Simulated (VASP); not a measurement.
# GaAs in VASP: one cell, several levels of theory, part 2 of 2

VASP 6.6.1, plane waves, PAW. The steps go on from the part before.

## (3) r2SCAN at this geometry

File INCAR:

```
ENCUT = 520.000000
SIGMA = 0.010000
EDIFF = 1.00e-07
ALGO = Normal
METAGGA = R2SCAN
PREC = Accurate
IBRION = -1
ISIF = 2
ISMEAR = 0
NBANDS = 16
NELM = 120
NSW = 0
LASPH = .TRUE.
LCHARG = .TRUE.
LELF = .TRUE.
LWAVE = .FALSE.
LREAL = .FALSE.
```

File KPOINTS:

```
KPOINTS created by Atomic Simulation Environment
0
Gamma
8 8 8
0 0 0
```

File KPOINTS_OPT:

```
special points
6
Reciprocal
0.0000000000 0.0000000000 0.0000000000 1
-0.5000000000 -0.5000000000 0.0000000000 1
-0.3750000000 -0.3750000000 0.2500000000 1
-0.3750000000 0.0000000000 0.3750000000 1
0.0000000000 0.0000000000 0.5000000000 1
-0.5000000000 -0.2500000000 0.2500000000 1
```

File POSCAR:

```
Ga As
 1.0000000000000000
     0.0000000000000000    2.8330850957000000    2.7905888192999999
     2.8330850957000000    0.0000000000000000    2.7905888192999999
     2.8330850957000000    2.8330850957000000    0.0000000000000000
 Ga  As
   1   1
Cartesian
  0.0000000000000000  0.0000000000000000  0.0000000000000000
  1.4165425478500000  1.4165425478500000  1.3952944096500000
```

The run is started by

```bash
> mpirun -np 1 vasp_std
```

Standard output, without the iteration lines:

```text
POSCAR found type information on POSCAR GaAs
 POSCAR found :  2 types and       2 ions
 -----------------------------------------------------------------------------
|                                                                             |
|                                                                             |
|     You enforced a specific xc type in the INCAR file but a different       |
|     I HOPE YOU KNOW WHAT YOU ARE DOING!                                     |
|                                                                             |
 -----------------------------------------------------------------------------

 LDA part: xc-table for (None), standard interpolation
 POSCAR, INCAR and KPOINTS ok, starting setup
 FFT: planning ... GRIDC
 FFT: planning ... GRID_SOFT
 FFT: planning ... GRID
 WAVECAR not read
 entering main loop
 Start KPOINTS_OPT (optional k-point list driver)
k-point batch [1-6\6]
```

OSZICAR:

```text
N       E                     dE             d eps       ncg     rms          rms(c)
DAV:   1     0.648941165902E+02    0.64894E+02   -0.92694E+03  1936   0.161E+03
DAV:   2    -0.224275840540E+02   -0.87322E+02   -0.83322E+02  2184   0.316E+02
DAV:   3    -0.290212820760E+02   -0.65937E+01   -0.65754E+01  2224   0.675E+01
DAV:   4    -0.291236271377E+02   -0.10235E+00   -0.10233E+00  2360   0.938E+00
DAV:   5    -0.291251551457E+02   -0.15280E-02   -0.15279E-02  2320   0.101E+00    0.321E+00
DAV:   6    -0.270528796156E+02    0.20723E+01   -0.50080E-01  2216   0.132E+01    0.194E+00
DAV:   7    -0.270449844673E+02    0.78951E-02   -0.16719E-01  2200   0.342E+00    0.867E-01
DAV:   8    -0.270485619801E+02   -0.35775E-02   -0.81554E-03  2424   0.731E-01    0.317E-01
DAV:   9    -0.270489772401E+02   -0.41526E-03   -0.13440E-03  2376   0.419E-01    0.462E-02
DAV:  10    -0.270489882624E+02   -0.11022E-04   -0.12604E-04  2376   0.802E-02    0.217E-02
DAV:  11    -0.270489831713E+02    0.50911E-05   -0.15463E-05  2264   0.284E-02    0.252E-03
DAV:  12    -0.270489827999E+02    0.37139E-06   -0.78081E-07  2400   0.148E-02    0.103E-03
DAV:  13    -0.270489844178E+02   -0.16179E-05   -0.75574E-08  1824   0.290E-03    0.306E-04
DAV:  14    -0.270489849712E+02   -0.55345E-06   -0.41765E-08  1256   0.385E-03    0.925E-05
DAV:  15    -0.270489849230E+02    0.48223E-07   -0.49744E-09  1184   0.107E-03
   1 F= -.27048985E+02 E0= -.27048985E+02  d E =-.189209E-13
       N       E                     dE             ncg
DAV:   1     0.102370272778E+04   -0.38186E+04      200
DAV:   2     0.509608930649E+03   -0.51409E+03      224
DAV:   3     0.469001855102E+03   -0.40607E+02      240
DAV:   4     0.468402682998E+03   -0.59917E+00      240
DAV:   5     0.468395055906E+03   -0.76271E-02      248
DAV:   6     0.468394743393E+03   -0.31251E-03      296
DAV:   7     0.468394742625E+03   -0.76812E-06      240
DAV:   8     0.468394742617E+03   -0.76755E-08      192
```

From OUTCAR:

```text
k-points           NKPTS =     59   k-points in BZ     NKDIM =     59   number of bands    NBANDS=     16

   NELECT =      18.0000    total number of electrons

   dimension x,y,z NGX =    30 NGY =   30 NGZ =   30
   dimension x,y,z NGXF=    60 NGYF=   60 NGZF=   60

  energy-cutoff  :      520.00
  volume of cell :       44.80
      direct lattice vectors                 reciprocal lattice vectors
     0.000000000  2.833085096  2.790588819    -0.176486051  0.176486051  0.179173656
     2.833085096  0.000000000  2.790588819     0.176486051 -0.176486051  0.179173656
     2.833085096  2.833085096  0.000000000     0.176486051  0.176486051 -0.179173656

 k-points in reciprocal lattice and weights: KPOINTS created by Atomic Simulation Env
   0.00000000  0.00000000  0.00000000       0.002
   0.12500000  0.00000000  0.00000000       0.016
   0.25000000  0.00000000  0.00000000       0.016
   0.37500000  0.00000000  0.00000000       0.016
   0.50000000  0.00000000  0.00000000       0.008
   0.12500000  0.12500000  0.00000000       0.004
   0.25000000  0.12500000  0.00000000       0.016
   0.37500000  0.12500000  0.00000000       0.016
[... 51 more k-points ...]

 E-fermi :   3.8646

 k-point     1 :       0.0000    0.0000    0.0000
  band No.  band energies     occupation
      1     -11.4918      2.00000
      2     -11.4918      2.00000
      3     -11.4881      2.00000
      4     -11.4001      2.00000
      5     -11.3976      2.00000
      6      -9.5132      2.00000
      7       3.7304      2.00000
      8       3.7304      2.00000
      9       3.8196      2.00000
     10       4.8236      0.00000
     11       7.7740      0.00000
     12       7.8189      0.00000
     13       7.8190      0.00000
     14      12.0414      0.00000
     15      14.2627      0.00000
     16      14.5531      0.00000

 k-point     2 :       0.1250    0.0000    0.0000
  band No.  band energies     occupation
      1     -11.5068      2.00000
      2     -11.4879      2.00000
      3     -11.4853      2.00000
      4     -11.4004      2.00000
      5     -11.3976      2.00000
      6      -9.3181      2.00000
      7       1.8492      2.00000
      8       3.4781      2.00000
      9       3.5511      2.00000
     10       5.7815      0.00000
     11       8.1439      0.00000
     12       8.1796      0.00000
     13       8.3593      0.00000
     14      12.9845      0.00000
     15      13.4599      0.00000
     16      13.6636      0.00000

 k-point     3 :       0.2500    0.0000    0.0000
  band No.  band energies     occupation
      1     -11.5410      2.00000
      2     -11.4792      2.00000
      3     -11.4769      2.00000
      4     -11.4001      2.00000
      5     -11.3968      2.00000
      6      -8.7750      2.00000
      7      -0.4516      2.00000
      8       3.0020      2.00000
      9       3.1002      2.00000
     10       5.6114      0.00000
     11       8.6967      0.00000
     12       8.7260      0.00000
     13      10.2609      0.00000
     14      13.2818      0.00000
     15      13.2947      0.00000
     16      13.4713      0.00000

 k-point     4 :       0.3750    0.0000    0.0000
  band No.  band energies     occupation
      1     -11.5708      2.00000
      2     -11.4722      2.00000
      3     -11.4699      2.00000
      4     -11.3982      2.00000
      5     -11.3943      2.00000
      6      -8.0486      2.00000
      7      -2.3041      2.00000
      8       2.6319      2.00000
      9       2.7514      2.00000
     10       5.2716      0.00000
     11       8.7585      0.00000
     12       8.8527      0.00000
     13      11.9715      0.00000
     14      13.4545      0.00000
     15      14.5466      0.00000
     16      14.6069      0.00000

 k-point     5 :       0.5000    0.0000    0.0000
  band No.  band energies     occupation
      1     -11.5822      2.00000
      2     -11.4698      2.00000
      3     -11.4675      2.00000
      4     -11.3969      2.00000
      5     -11.3927      2.00000
      6      -7.6337      2.00000
      7      -3.1036      2.00000
      8       2.4984      2.00000
      9       2.6259      2.00000
     10       5.1434      0.00000
     11       8.6968      0.00000
     12       8.8083      0.00000
     13      12.0674      0.00000
     14      14.9620      0.00000
     15      16.2867      0.00000
     16      16.4451      0.00000

 k-point     6 :       0.1250    0.1250    0.0000
  band No.  band energies     occupation
      1     -11.5134      2.00000
      2     -11.4841      2.00000
      3     -11.4841      2.00000
      4     -11.4037      2.00000
      5     -11.3953      2.00000
      6      -9.2487      2.00000
      7       1.9003      2.00000
      8       3.0387      2.00000
      9       3.0387      2.00000
     10       6.5053      0.00000
     11       7.1944      0.00000
     12       8.8270      0.00000
     13       8.8271      0.00000
     14      12.4641      0.00000
     15      13.4053      0.00000
     16      14.5345      0.00000

 k-point     7 :       0.2500    0.1250    0.0000
  band No.  band energies     occupation
      1     -11.5416      2.00000
      2     -11.4761      2.00000
      3     -11.4751      2.00000
      4     -11.4065      2.00000
      5     -11.3933      2.00000
      6      -8.8165      2.00000
      7       0.1169      2.00000
      8       2.5161      2.00000
      9       2.5763      2.00000
     10       6.6101      0.00000
     11       7.5655      0.00000
     12       9.5897      0.00000
     13       9.7737      0.00000
     14      12.2754      0.00000
     15      14.4612      0.00000
     16      14.5891      0.00000

 k-point     8 :       0.3750    0.1250    0.0000
  band No.  band energies     occupation
      1     -11.5697      2.00000
      2     -11.4690      2.00000
      3     -11.4673      2.00000
      4     -11.4058      2.00000
      5     -11.3915      2.00000
      6      -8.1320      2.00000
      7      -1.7681      2.00000
      8       2.0009      2.00000
      9       2.1970      2.00000
     10       6.3424      0.00000
     11       8.3204      0.00000
     12       9.6978      0.00000
     13      10.4099      0.00000
     14      13.7594      0.00000
     15      14.6683      0.00000
     16      15.4376      0.00000

 k-point     9 :       0.5000    0.1250    0.0000
  band No.  band energies     occupation
      1     -11.5847      2.00000
      2     -11.4654      2.00000
      3     -11.4645      2.00000
      4     -11.4019      2.00000
      5     -11.3918      2.00000
      6      -7.5501      2.00000
      7      -2.9346      2.00000
      8       1.5671      2.00000
      9       2.1773      2.00000
     10       6.1568      0.00000
     11       8.5178      0.00000
     12       9.4067      0.00000
     13      11.9706      0.00000
     14      14.0057      0.00000
     15      15.9795      0.00000
     16      16.4085      0.00000

 k-point    10 :      -0.3750    0.1250    0.0000
  band No.  band energies     occupation
      1     -11.5805      2.00000
      2     -11.4669      2.00000
      3     -11.4653      2.00000
      4     -11.3986      2.00000
      5     -11.3956      2.00000
      6      -7.7067      2.00000
      7      -2.6548      2.00000
      8       1.4204      2.00000
      9       2.4547      2.00000
     10       6.2045      0.00000
     11       8.7211      0.00000
     12       9.1545      0.00000
     13      12.1355      0.00000
     14      14.0967      0.00000
     15      14.1743      0.00000
     16      16.0470      0.00000

 k-point    11 :      -0.2500    0.1250    0.0000
  band No.  band energies     occupation
      1     -11.5591      2.00000
      2     -11.4742      2.00000
      3     -11.4690      2.00000
      4     -11.3993      2.00000
      5     -11.3980      2.00000
      6      -8.3946      2.00000
      7      -1.1748      2.00000
      8       1.6459      2.00000
      9       2.9439      2.00000
     10       6.4431      0.00000
     11       8.8585      0.00000
     12       8.9425      0.00000
     13      10.4076      0.00000
     14      12.5544      0.00000
     15      14.2102      0.00000
     16      15.5393      0.00000

 k-point    12 :      -0.1250    0.1250    0.0000
  band No.  band energies     occupation
      1     -11.5295      2.00000
      2     -11.4834      2.00000
      3     -11.4763      2.00000
      4     -11.3997      2.00000
      5     -11.3987      2.00000
      6      -9.0104      2.00000
      7       0.6222      2.00000
      8       2.4034      2.00000
      9       3.4193      2.00000
     10       6.4610      0.00000
     11       8.2921      0.00000
     12       8.3130      0.00000
     13       9.5391      0.00000
     14      12.4540      0.00000
     15      13.5351      0.00000
     16      14.2182      0.00000

[... the tables of k-points 13 to 59 left out ...]

  Total        0.2602826      0.2602826      0.5414547      0.0000000      0.0000000      0.0000000
  in kB        9.3091620      9.3091620     19.3654497      0.0000000      0.0000000      0.0000000
  external PRESSURE =      12.6612579 kB  Pullay stress =       0.0000000 kB

 POSITION                                       TOTAL-FORCE (eV/Angst)
 -----------------------------------------------------------------------------------
      0.00000      0.00000      0.00000         0.000000      0.000000     -0.000000
      1.41654      1.41654      1.39529        -0.000000     -0.000000      0.000000
 -----------------------------------------------------------------------------------
    total drift:                               -0.000002     -0.000002      0.000008

  FREE ENERGIE OF THE ION-ELECTRON SYSTEM (eV)
  ---------------------------------------------------
  free  energy   TOTEN  =       -27.0489849230 eV

  energy  without entropy=      -27.0489849230  energy(sigma->0) =      -27.04898492
```

Wall time 2.4 min (1 MPI rank of Intel Xeon Platinum 8488C, shared host); peak memory 0.21 GiB.

The levels at the points of KPOINTS_OPT are read from vasprun.xml.

Levels at the named points, in eV from the top of band v (v: the last filled band by count, c: the next):

```csv
point,v−1,v,c,c+1
Γ,-0.09,0.00,1.00,3.95
X,-2.94,-2.94,1.62,1.79
U,-4.07,-2.50,2.12,4.86
K,-4.08,-2.39,2.25,5.05
L,-1.32,-1.19,1.32,4.88
W,-3.74,-3.53,4.94,4.96
```

r2SCAN gives a direct gap of 1.00 eV at Γ. Pressure: 1.27 GPa; the forces vanish within 0.01 eV/Å.

The maps below are laid out on this run's own conventional cell (a, b, c = 4.007, 4.007, 5.581 Å).

Density in a lattice plane of the grid's cell (edges 4.01 and 5.58 Å, at 0.000 of the third edge), which holds Ga and As.

Ten even steps from '0' (-0.35 e/Å³) to '9' (16.56 e/Å³):
```
763100000000000136
321000000000000012
000000000000000000
000000000000000000
000000000000000000
000000000000000000
000000000000000000
000000000000000000
000000000000000000
000000000000000000
000000000000000000
000000000000000000
000000000000000000
000000000000000000
000000000000000000
000000000000000000
000000000000000000
321000000000000012
763100000000000136
984100000000000148
```
Columns run along the first of these edges and rows up along the second, over one cell in 18 and 20 even steps from the bottom left corner. Atoms in the plane (fractional): Ga at (0.00, 0.00), As at (0.50, 0.75).

ELF in the same plane.

Values, 12 rows by 8 columns:
```
0.09 0.27 0.60 0.84 0.79 0.84 0.60 0.27
0.27 0.44 0.86 0.84 0.65 0.84 0.86 0.44
0.25 0.54 0.82 0.69 0.33 0.69 0.82 0.54
0.08 0.32 0.69 0.74 0.65 0.74 0.69 0.32
0.02 0.12 0.48 0.73 0.79 0.73 0.48 0.12
0.01 0.03 0.15 0.44 0.57 0.44 0.15 0.03
0.02 0.02 0.03 0.09 0.15 0.09 0.03 0.02
0.08 0.06 0.03 0.02 0.02 0.02 0.03 0.06
0.25 0.20 0.08 0.02 0.01 0.02 0.08 0.20
0.27 0.26 0.20 0.06 0.02 0.06 0.20 0.26
0.09 0.21 0.24 0.21 0.15 0.21 0.24 0.21
0.29 0.11 0.33 0.57 0.57 0.57 0.33 0.11
```
Columns run along the first of these edges and rows up along the second, over one cell in 8 and 12 even steps from the bottom left corner. Atoms in the plane (fractional): Ga at (0.00, 0.00), As at (0.50, 0.75).

Both are smooth fields of the valence electrons: close to the nuclei they are not physical.

Outside the cores ELF peaks at 0.89 on the As–Ga line, 1.0 Å from As.

## (4) Summary

This closing draws on all 2 parts.

```
 level  gap (eV)  pressure (GPa)
   PBE      0.53            4.12
r2SCAN      1.00            1.27
```

The gap runs from 0.53 eV (PBE) to 1.00 eV (r2SCAN). The pressure is highest with PBE (4.1 GPa) and lowest with r2SCAN (1.3 GPa), which orders the cells that they would relax to.
